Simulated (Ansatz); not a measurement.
PtSe₂ (fluorite) by several functionals

All numbers come from the PAW code Ansatz. Non-magnetic throughout. Whether this structure exists isn't addressed.

Structure: PtSe₂ (fluorite), at its r2SCAN minimum. It is cubic, Fm-3m (No. 225); a = 6.262 Å in the conventional setting, 20.46 Å³ an atom. Around Pt lie 8 Se at 2.71 Å; around Se lie 4 Pt at 2.71 Å.

```
Pt Se
1.0
     0.00000    3.13090    3.13090
     3.13090    0.00000    3.13090
     3.13090    3.13090    0.00000
Pt Se
1 2
Direct
  0.00000 0.00000 0.00000
  0.25000 0.25000 0.25000
  0.75000 0.75000 0.75000
```

Band edges at fixed r2SCAN geometry:

| level | k mesh | gap (eV) | kind | edges | least direct gap (eV) | rough cost |
| --- | --- | --- | --- | --- | --- | --- |
| LDA | 8×8×8 | none (overlap 0.47) | – | – | – | 4 core-seconds |
| PBE | 8×8×8 | none (overlap 0.47) | – | – | – | 6 core-seconds |
| PBE+SOC | 8×8×8 | none (overlap 0.56) | – | – | – | 30 core-seconds |
| r2SCAN | 8×8×8 | none (overlap 0.43) | – | – | – | 11 core-seconds |

All runs use a smearing of 0.02 eV.
Wave cutoffs: 420 eV, 500 eV (r2SCAN).
Points off the special ones are mesh points or PBE's searched band edges, reused at the other levels.
Costs come from shared machines and give only the order; PBE's includes the band path. The runs had 2 threads of Arm Neoverse V1, on a shared host.

r2SCAN gives no gap: the lowest nominally empty band dips 0.43 eV below the top of the last filled one (its bottom at Γ–X (0.20 of the way from Γ), the top at X), so the cell is a metal or semimetal at this level. PBE+SOC gives no gap: the lowest nominally empty band dips 0.56 eV below the top of the last filled one (its bottom at Γ–L (0.50 of the way from Γ), the top at X), so the cell is a metal or semimetal at this level.

No level opens a gap, but no hybrid is among them, and semilocal functionals can close a real gap.

Only the levels marked +SOC include spin-orbit coupling.
